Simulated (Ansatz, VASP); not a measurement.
One calculation of MgO, two programs

```
Mg O
1.0
     3.22590    0.00000    0.00000
    -1.61295    2.79371    0.00000
     0.00000    0.00000   11.35500
Mg O
4 4
Cartesian
  0.0000 1.8625 11.0086
  0.0000 0.0000 2.5074
  0.0000 0.0000 8.1849
  1.6130 0.9312 5.3311
  0.0000 1.8625 8.8574
  0.0000 0.0000 6.0141
  0.0000 0.0000 0.3366
  1.6130 0.9312 3.1799
```

Alike in both runs: task single point; functional PBE; k mesh 9 × 9 × 2; occupations gaussian, width 0.05 eV; no spin polarisation.

```csv
,VASP,Ansatz
version,VASP 6.6.1,Ansatz 0.2.0
potentials or method,"VASP PAW PBE potentials, release 64 (Mg, O)","scalar-relativistic, plane waves, PAW"
plane-wave cutoff (eV),520,520
valence electrons in the cell,32,64
```

VASP gave:

| Item | Value |
| --- | --- |
| gap on the k mesh at the Fermi level (eV) | 3.16 |
| least direct gap on the mesh (eV) | 3.16 |
| pressure (GPa) | -3.6 |
| largest component of the traceless stress (GPa) | 10.95 |
| rms of the force components (eV/Å) | 0.228 |

Task: Which values does Ansatz return?

Result: gap on the k mesh at the Fermi level (eV): 3.18; least direct gap on the mesh (eV): 3.18; pressure (GPa): -3.1; largest component of the traceless stress (GPa): 10.81; rms of the force components (eV/Å): 0.226.

Atom by atom the forces differ by 0.002 eV/Å (rms over components). The two sets of potentials don't hold the same shells in valence.

As with any semilocal functional, this PBE gap is likely too small.
